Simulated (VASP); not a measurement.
# BN (P1) in VASP: equation of state

How stiff is BN in PBE, and what volume does it want? The cell is scaled to several volumes.

Everything below comes from runs of VASP 6.6.1. Logs are shortened: lines on timing, memory, paths and dates and some standing lists are left out, and cuts for length are marked.

**1. The structure**

The typed cell holds 2 atoms: a = 2.508 Å, b = 2.508 Å, c = 3.274 Å, α = 101.11°, β = 101.11°, γ = 119.81°.

The cell comes from a database or a generator and needn't be the stable form of this composition.

**2. Equation of state, PBE, 7.75 Å³/atom (volume scaled by 0.94)**

Input file INCAR:

```
SYSTEM = BN
PREC = Accurate
ENCUT = 520
EDIFF = 1E-7
ISMEAR = -1
SIGMA = 0.05
LREAL = .FALSE.
LASPH = .TRUE.
NELM = 80
ALGO = Normal
ISIF = 2
LWAVE = .FALSE.
LCHARG = .FALSE.
GGA = PE
NBANDS = 11
```

Input file KPOINTS:

```
regular mesh
0
G
  13 13 9
  0 0 0
```

Input file POSCAR:

```
BN
1.0
    2.4568420491      0.0000000000      0.0000000000
   -1.2212605467      2.1318056974      0.0000000000
   -0.6177907512     -1.0659028487      2.9608381970
N B
1 1
Direct
    0.6685060000      0.3323850000      0.9849990000
    0.9796430000      0.9834990000      0.0018060000
```

Potentials or basis: VASP PAW PBE potentials, release 64 (N, B).

Started as:

```sh
$ cat potpaw_PBE.64/N/POTCAR potpaw_PBE.64/B/POTCAR > POTCAR
$ mpirun -np 1 vasp_std > vasp.out
```

OUTCAR:

```text
SYSTEM = BN
   PREC = Accurate
   ENCUT = 520
   EDIFF = 1E-7
   ISMEAR = -1
   LREAL = .FALSE.
   LASPH = .TRUE.
   NELM = 80
   ISIF = 2
   GGA = PE

 ion  position               nearest neighbor table
   1  0.669  0.332  0.985-   2 1.37   2 1.41   2 1.49
   2  0.980  0.983  0.002-   1 1.37   1 1.41   1 1.49

  LATTYP: Found a face centered orthorhombic cell.
 ALAT       =     2.4639921227
 B/A-ratio  =     1.7253460765
 C/A-ratio  =     2.4032854405

  Lattice vectors:

 A1 = (  -1.8390512979,   1.0659028487,   2.9608381970)
 A2 = (   0.6177907512,   1.0659028487,   2.9608381970)
 A3 = (  -1.2212605467,   2.1318056974,   0.0000000000)

Analysis of symmetry for initial positions (statically):
=====================================================================
 Subroutine PRICEL returns:
 Original cell was already a primitive cell.

 Routine SETGRP: Setting up the symmetry group for a
 face centered orthorhombic supercell.

 Subroutine GETGRP returns: Found  1 space group operations
 (whereof  1 operations were pure point group operations)
 out of a pool of  8 trial point group operations.

The static configuration has the point symmetry C_1 .

Analysis of symmetry for dynamics (positions and initial velocities):
=====================================================================
 Subroutine PRICEL returns:
 Original cell was already a primitive cell.

 Routine SETGRP: Setting up the symmetry group for a
 face centered orthorhombic supercell.

 Subroutine GETGRP returns: Found  1 space group operations
 (whereof  1 operations were pure point group operations)
 out of a pool of  8 trial point group operations.

The dynamic configuration has the point symmetry C_1 .

 Subroutine INISYM returns: Found  1 space group operations
 (whereof  1 operations are pure point group operations),
 and found     1 'primitive' translations

----------------------------------------------------------------------------------------

                                     Primitive cell

  volume of cell :      15.5074

  direct lattice vectors                    reciprocal lattice vectors
     2.456842049  0.000000000  0.000000000     0.407026573  0.233175798  0.168871099
    -1.221260547  2.131805697  0.000000000     0.000000000  0.469085903  0.168871099
    -0.617790751 -1.065902849  2.960838197     0.000000000  0.000000000  0.337742198

  length of vectors
     2.456842049  2.456842049  3.206926429     0.498556950  0.498556950  0.337742198

  position of ions in fractional coordinates (direct lattice)
     0.668506000  0.332385000  0.984999000
     0.979643000  0.983499000  0.001806000

  ion indices of the primitive-cell ions
   primitive index   ion index
                 1           1
                 2           2

----------------------------------------------------------------------------------------

 KPOINTS: regular mesh

Automatic generation of k-mesh.
 Grid dimensions read from file:
 generate k-points for:   13   13    9

 Generating k-lattice:

  Cartesian coordinates                     Fractional coordinates (reciprocal lattice)
     0.031309736  0.017936600  0.012990085     0.076923077  0.000000000 -0.000000000
     0.000000000  0.036083531  0.012990085     0.000000000  0.076923077 -0.000000000
     0.000000000  0.000000000  0.037526911     0.000000000  0.000000000  0.111111111

  Length of vectors
     0.038350535  0.038350535  0.037526911

  Shift w.r.t. Gamma in fractional coordinates (k-lattice)
     0.000000000  0.000000000  0.000000000

 -----------------------------------------------------------------------------
|                                                                             |
|           W    W    AA    RRRRR   N    N  II  N    N   GGGG   !!!           |
|           W    W   A  A   R    R  NN   N  II  NN   N  G    G  !!!           |
|           W    W  A    A  R    R  N N  N  II  N N  N  G       !!!           |
|           W WW W  AAAAAA  RRRRR   N  N N  II  N  N N  G  GGG   !            |
|           WW  WW  A    A  R   R   N   NN  II  N   NN  G    G                |
|           W    W  A    A  R    R  N    N  II  N    N   GGGG   !!!           |
|                                                                             |
|     Your reciprocal lattice and k-lattice belong to different lattice       |
|     classes:                                                                |
|                                                                             |
|        The reciprocal lattice is body-centered orthorhombic,                |
|        whereas your k-lattice is base-centered monoclinic.                  |
|                                                                             |
|     Results are often still useful ...                                      |
|                                                                             |
 -----------------------------------------------------------------------------

 WARNING: IBZKPT: internal override: KBLOWUP is changed to .FALSE.
      ... skipping the blow-up phase ...

 Subroutine IBZKPT returns following result:
 ===========================================

 Found    761 irreducible k-points:

 Following reciprocal coordinates:
            Coordinates               Weight
  0.000000  0.000000  0.000000      1.000000
  0.076923  0.000000 -0.000000      2.000000
  0.153846  0.000000  0.000000      2.000000
  0.230769 -0.000000  0.000000      2.000000
  0.307692  0.000000  0.000000      2.000000
  0.384615  0.000000  0.000000      2.000000
[... 42 lines left out ...]
  0.153846  0.307692  0.000000      2.000000
  0.230769  0.307692  0.000000      2.000000
 [... further k-points ...]
   k-points           NKPTS =    761   k-points in BZ     NKDIM =    761   number of bands    NBANDS=     11
   number of dos      NEDOS =    301   number of ions     NIONS =      2
   total plane-waves  NPLWV =   7776
   dimension x,y,z NGX =    18 NGY =   18 NGZ =   24
   dimension x,y,z NGXF=    36 NGYF=   36 NGZF=   48
   ions per type =               1   1
   NGX,Y,Z   is equivalent  to a cutoff of  12.18, 12.18, 12.44 a.u.
   NGXF,Y,Z  is equivalent  to a cutoff of  24.36, 24.36, 24.88 a.u.
 SYSTEM =  BN
   PREC   = accura    normal or accurate (medium, high low for compatibility)
   ISTART =      0    job   : 0-new  1-cont  2-samecut
   ICHARG =      2    charge: 1-file 2-atom 10-const
   ISPIN  =      1    spin polarized calculation?
   LNONCOLLINEAR =      F non collinear calculations
   LSORBIT =      F    spin-orbit coupling
   LASPH  =      T    aspherical Exc in radial PAW
   ENCUT  =  520.0 eV  38.22 Ry    6.18 a.u.   4.57  4.57  5.96*2*pi/ulx,y,z
   NELM   =     80;   NELMIN=  2; NELMDL= -5     # of ELM steps
   EDIFF  = 0.1E-06   stopping-criterion for ELM
   LREAL  =      F    real-space projection
   EDIFFG = 0.1E-05   stopping-criterion for IOM
   NSW    =      0    number of steps for IOM
   IBRION =     -1    ionic relax: 0-MD 1-quasi-New 2-CG
   NFREE  =      0    steps in history (QN), initial steepest desc. (CG)
   ISIF   =      2    stress and relaxation
   ISYM   =      2    0-nonsym 1-usesym 2-fastsym
   POTIM  = 0.5000    time-step for ionic-motion
   TEBEG  =    0.0;   TEEND  =   0.0 temperature during run
   PSTRESS=    0.0 pullay stress
   NELECT =       8.0000    total number of electrons
   NUPDOWN=      -1.0000    fix difference up-down
   EMIN   =  10.00;   EMAX   =-10.00  energy-range for DOS
   EFERMI =   0.00;   METHOD = LEGACY
   ISMEAR =    -1;   SIGMA  =   0.05  broadening in eV -4-tet -1-fermi 0-gaus
   EFERMI_NEDOS =   21; number of points for ismear=-14 and -15
   IALGO  =     38    algorithm
   IMIX   =      4    mixing-type and parameters
     AMIX     =   0.40;   BMIX     =  1.00
     AMIX_MAG =   1.60;   BMIX_MAG =  1.00
  volume/ion in A,a.u.               =       7.75        52.32
  Fermi-wavevector in a.u.,A,eV,Ry     =   1.312981  2.481174 23.455330  1.723918
  Thomas-Fermi vector in A             =   2.443335
   LORBIT       =      0    0 simple, 1 ext, 2 COOP (PROOUT), +10 PAW based schemes
   GGA     = PE    functional components
   LHFCALC =     F    Hartree Fock is set to
   AEXX    =    0.0000 exact exchange contribution
   IVDW    =     0    specifies the selected vdW correction
   LEPSILON=     F    determine dielectric tensor
   LRPA    =     F    only Hartree local field effects (RPA)
 non-spin polarized calculation
  energy-cutoff  :      520.00
  volume of cell :       15.51
 maximum number of plane-waves:       435
   NGX =  9   NGY =  9   NGZ = 11

 number of electron       7.9999999 magnetization

 Free energy of the ion-electron system (eV)
  ---------------------------------------------------
  ext. energy  EPLUGINS =         0.00000000
  ---------------------------------------------------
  free energy    TOTEN  =       -17.31894605 eV

  energy without entropy =      -17.31894605  energy(sigma->0) =      -17.31894605

 E-fermi :   4.9843     XC(G=0): -10.9609

 val. band max:        4.0123649975   @ k =   0.3846   0.3846   0.1111
 cond. band min:       6.8130207835   @ k =  -0.4615  -0.4615   0.4444
 fundamental gap:      2.8006557860
 Fermi energy:         4.9842999743

 k-point     1 :       0.0000    0.0000    0.0000
  band No.  band energies     occupation
      1     -14.7997      2.00000
      2      -0.0809      2.00000
      3       1.4706      2.00000
      4       3.1461      2.00000
      5       9.6089      0.00000
      6      14.5759      0.00000
      7      16.7296      0.00000
      8      17.5795      0.00000
      9      19.8710      0.00000
     10      30.2839      0.00000
     11      31.8938      0.00000

 k-point     2 :       0.0769    0.0000   -0.0000
  band No.  band energies     occupation
      1     -14.6667      2.00000
      2      -0.0151      2.00000
      3       1.2709      2.00000
      4       2.5771      2.00000
      5       9.9353      0.00000
      6      14.6713      0.00000
      7      17.0946      0.00000
      8      17.2549      0.00000
      9      20.1776      0.00000
     10      29.8718      0.00000
     11      30.6549      0.00000
[... 519 lines left out ...]
 k-point    40 :       0.4615    0.2308    0.0000
  band No.  band energies     occupation
      1     -11.0874      2.00000
      2      -4.5932      2.00000
      3      -2.9028      2.00000
      4       2.9964      2.00000
      5       9.4952      0.00000
      6      15.5927      0.00000
      7      17.8105      0.00000
      8      19.5527      0.00000
      9      22.7861      0.00000
     10      26.2990      0.00000
     11      29.4049      0.00000

 [... further k-points ...]

------------------------ aborting loop because EDIFF is reached ----------------------------------------

  FORCE on cell =-STRESS in cart. coord.  units (eV):
  Direction    XX          YY          ZZ          XY          YZ          ZX
  --------------------------------------------------------------------------------------
  -------------------------------------------------------------------------------------
  Total        2.1211031      3.8426685      1.0062276     -0.7322080      0.1362663      0.0657986
  in kB      219.1456405    397.0123061    103.9602366    -75.6494053     14.0785974      6.7981005
  external PRESSURE =     240.0393944 kB  Pullay stress =       0.0000000 kB

 VOLUME and BASIS-vectors are now :
 -----------------------------------------------------------------------------
  energy-cutoff  :      520.00
  volume of cell :       15.51
      direct lattice vectors                 reciprocal lattice vectors
     2.456842049  0.000000000  0.000000000     0.407026573  0.233175798  0.168871099
    -1.221260547  2.131805697  0.000000000     0.000000000  0.469085903  0.168871099
    -0.617790751 -1.065902849  2.960838197     0.000000000  0.000000000  0.337742198

 POSITION                                       TOTAL-FORCE (eV/Angst)
 -----------------------------------------------------------------------------------
      0.62796     -0.34133      2.91642        -1.916109     -2.401586      0.545269
      1.20460      2.09470      0.00535         1.916109      2.401586     -0.545269
 -----------------------------------------------------------------------------------
    total drift:                                0.000028     -0.000089      0.000066

  FREE ENERGIE OF THE ION-ELECTRON SYSTEM (eV)
  ---------------------------------------------------
  free  energy   TOTEN  =       -17.3189460502 eV

  energy  without entropy=      -17.3189460502  energy(sigma->0) =      -17.31894605
```

Wall time 78 s (1 thread of Intel Xeon Platinum 8488C (Sapphire Rapids), shared host); peak memory 0.22 GiB.

What came out:

- Free energy: -17.3189 eV
- Pressure: 24.0 GPa
- Largest force: 3.120 eV/Å
- Band gap on the k mesh: 2.80 eV, indirect (least direct gap 4.68 eV)

Caveat: an odd mesh through Γ misses points on the zone boundary, where band edges often lie; forces of over 1 eV/Å show positions far from the minimum, so gaps and moduli don't describe the material at rest.

**3. Equation of state, PBE, 7.92 Å³/atom (volume scaled by 0.96)**

Input file INCAR:

```
SYSTEM = BN
  PREC = Accurate
  ENCUT = 520
  EDIFF = 1E-7
  ISMEAR = -1
  SIGMA = 0.05
  LREAL = .False.
  LASPH = .True.
  NELM = 60
  ALGO = Normal
  ISIF = 2
  LWAVE = .False.
  LCHARG = .False.
  GGA = PE
  NBANDS = 11
```

Input file KPOINTS:

```
Automatic mesh
0
Gamma
  13 13 9
  0 0 0
```

Input file POSCAR:

```
BN
1.0
    2.4741443238      0.0000000000      0.0000000000
   -1.2298612564      2.1468189082      0.0000000000
   -0.6221415337     -1.0734094541      2.9816898573
N B
1 1
Direct
    0.6685060000      0.3323850000      0.9849990000
    0.9796430000      0.9834990000      0.0018060000
```

Potentials or basis: VASP PAW PBE potentials, release 64 (N, B).

Started as:

```sh
$ cat potpaw_PBE.64/N/POTCAR potpaw_PBE.64/B/POTCAR > POTCAR
$ mpirun -np 1 vasp_std > vasp.out
```

Run time: 62 s. Hardware: 1 thread of Intel Xeon Platinum 8488C (Sapphire Rapids), shared host; peak memory 0.23 GiB.

Results (log left out):

```
Free energy            : -17.3615 eV
Pressure               : 17.1 GPa
Largest force          : 2.980 eV/Å
Band gap on the k mesh : 2.81 eV, indirect (least direct gap 4.63 eV)
```

Caveat: an odd mesh through Γ misses points on the zone boundary, where band edges often lie; forces of over 1 eV/Å show positions far from the minimum, so gaps and moduli don't describe the material at rest.

**4. Equation of state, PBE, 8.08 Å³/atom (volume scaled by 0.98)**

Input file INCAR:

```
  PREC = Accurate
  ENCUT = 520
  EDIFF = 1E-7
  ISMEAR = -1
  SIGMA = 0.05
  LREAL = False
  LASPH = True
  NELM = 100
  ALGO = Normal
  ISIF = 2
  LWAVE = False
  LCHARG = False
  GGA = PE
  NBANDS = 11
```

Input file KPOINTS:

```
regular mesh
0
Gamma
  13 13 9
```

Input file POSCAR:

```
BN
1.0
    2.4912079273      0.0000000000      0.0000000000
   -1.2383433262      2.1616250238      0.0000000000
   -0.6264323005     -1.0808125118      3.0022538854
N B
1 1
Direct
    0.6685060000      0.3323850000      0.9849990000
    0.9796430000      0.9834990000      0.0018060000
```

Started as:

```sh
$ cat potpaw_PBE.64/N/POTCAR potpaw_PBE.64/B/POTCAR > POTCAR
$ mpirun -np 1 vasp_std > vasp.out
```

Wall time 89 s (1 thread of Intel Xeon Platinum 8488C (Sapphire Rapids), shared host); peak memory 0.23 GiB.

Results (log left out):

```
Free energy            : -17.3905 eV
Pressure               : 10.8 GPa
Largest force          : 2.848 eV/Å
Band gap on the k mesh : 2.83 eV, indirect (least direct gap 4.58 eV)
```

Caveat: an odd mesh through Γ misses points on the zone boundary, where band edges often lie; forces of over 1 eV/Å show positions far from the minimum, so gaps and moduli don't describe the material at rest.

**5. Equation of state, PBE, 8.41 Å³/atom (volume scaled by 1.02)**

Input file INCAR:

```
SYSTEM = BN
  ALGO = Normal
  EDIFF = 1E-7
  ENCUT = 520
  GGA = PE
  ISIF = 2
  ISMEAR = -1
  LASPH = .True.
  LCHARG = .False.
  LREAL = .False.
  LWAVE = .False.
  NBANDS = 11
  NELM = 80
  PREC = Accurate
  SIGMA = 0.05
```

Input file KPOINTS:

```
k-points
0
Gamma
  13 13 9
  0 0 0
```

Input file POSCAR:

```
BN
1.0
    2.5246509505      0.0000000000      0.0000000000
   -1.2549673680      2.1906435874      0.0000000000
   -0.6348417913     -1.0953217937      3.0425574046
N B
1 1
Direct
    0.6685060000      0.3323850000      0.9849990000
    0.9796430000      0.9834990000      0.0018060000
```

Started as:

```sh
$ cat potpaw_PBE.64/N/POTCAR potpaw_PBE.64/B/POTCAR > POTCAR
$ mpirun -np 1 vasp_std > vasp.out
```

Run time: 91 s. Hardware: 1 thread of Intel Xeon Platinum 8488C (Sapphire Rapids), shared host; peak memory 0.24 GiB.

Results (log left out):

```
Free energy            : -17.4124 eV
Pressure               : -0.2 GPa
Largest force          : 2.604 eV/Å
Band gap on the k mesh : 2.85 eV, indirect (least direct gap 4.49 eV)
```

Caveat: an odd mesh through Γ misses points on the zone boundary, where band edges often lie; forces of over 1 eV/Å show positions far from the minimum, so gaps and moduli don't describe the material at rest.

**6. Equation of state, PBE, 8.58 Å³/atom (volume scaled by 1.04)**

Input file INCAR:

```
SYSTEM = BN
  PREC = Accurate
  ENCUT = 520
  EDIFF = 1E-7
  ISMEAR = -1
  SIGMA = 0.05
  LREAL = .False.
  LASPH = .True.
  NELM = 80
  ALGO = Normal
  ISIF = 2
  LWAVE = .False.
  LCHARG = .False.
  GGA = PE
  NBANDS = 11
```

Input file KPOINTS:

```
regular mesh
0
Gamma
  13 13 9
  0 0 0
```

Input file POSCAR:

```
BN
1.0
    2.5410452472      0.0000000000      0.0000000000
   -1.2631167351      2.2048689444      0.0000000000
   -0.6389642561     -1.1024344721      3.0623148244
N B
1 1
Direct
    0.6685060000      0.3323850000      0.9849990000
    0.9796430000      0.9834990000      0.0018060000
```

Potentials or basis: VASP PAW PBE potentials, release 64 (N, B).

Started as:

```sh
$ cat potpaw_PBE.64/N/POTCAR potpaw_PBE.64/B/POTCAR > POTCAR
$ mpirun -np 1 vasp_std > vasp.out
```

It took 94 s on 1 thread of Intel Xeon Platinum 8488C (Sapphire Rapids), shared host; peak memory 0.24 GiB.

The run converged. Its results:

- Free energy: -17.4073 eV
- Pressure: -5.0 GPa
- Largest force: 2.492 eV/Å
- Band gap on the k mesh: 2.85 eV, indirect (least direct gap 4.44 eV)

Caveat: an odd mesh through Γ misses points on the zone boundary, where band edges often lie; forces of over 1 eV/Å show positions far from the minimum, so gaps and moduli don't describe the material at rest.

**7. Equation of state, PBE, 8.74 Å³/atom (volume scaled by 1.06)**

Input file INCAR:

```
PREC     = Accurate       # precision mode
ENCUT    = 520            # plane-wave cutoff, eV
EDIFF    = 1E-7           # SCF threshold, eV
ISMEAR   = -1             # smearing method
SIGMA    = 0.05           # smearing width, eV
LREAL    = F              # projectors in reciprocal space
LASPH    = T              # aspherical terms in the spheres
NELM     = 60             # most SCF steps
ALGO     = Normal         # electronic algorithm
ISIF     = 2              # what is computed and relaxed
LWAVE    = F              # write WAVECAR
LCHARG   = F              # write CHGCAR
GGA      = PE             # functional
NBANDS   = 11             # bands
```

Input file KPOINTS:

```
regular mesh
0
Gamma
  13 13 9
```

Input file POSCAR:

```
BN
1.0
    2.5572306852      0.0000000000      0.0000000000
   -1.2711622815      2.2189130743      0.0000000000
   -0.6430342018     -1.1094565371      3.0818205403
N B
1 1
Direct
    0.6685060000      0.3323850000      0.9849990000
    0.9796430000      0.9834990000      0.0018060000
```

Started as:

```sh
$ cat potpaw_PBE.64/N/POTCAR potpaw_PBE.64/B/POTCAR > POTCAR
$ mpirun -np 1 vasp_std > vasp.out
```

It took 1.7 min on 1 thread of Intel Xeon Platinum 8488C (Sapphire Rapids), shared host; peak memory 0.24 GiB.

Results (log left out):

```yaml
Free_energy: -17.3927 eV
Pressure: -9.4 GPa
Largest_force: 2.386 eV/Å
Band_gap_on_the_k_mesh: 2.86 eV, indirect (least direct gap 4.40 eV)
```

Caveat: an odd mesh through Γ misses points on the zone boundary, where band edges often lie; forces of over 1 eV/Å show positions far from the minimum, so gaps and moduli don't describe the material at rest.

**8. Equation of state, PBE**

Potentials or basis: VASP PAW PBE potentials, release 64 (N, B).

This step only gathers the single runs of the series.

What came out:

* Equilibrium volume: 8.41 Å³/atom
* Bulk modulus at fixed shape and positions: 257 GPa
* Pressure derivative of the bulk modulus: 3.6

Energy against volume, from the lowest point:
| volume (Å³/atom) | energy (meV/atom) |
| --- | --- |
| 7.754 | 46.71 |
| 7.919 | 25.42 |
| 8.084 | 10.92 |
| 8.249 | 2.62 |
| 8.414 | 0.00 |
| 8.579 | 2.55 |
| 8.744 | 9.85 |

Caveat: the cell was scaled at fixed shape and fractional positions, which overstates the stiffness of a crystal with free parameters, most of all of layers and chains.
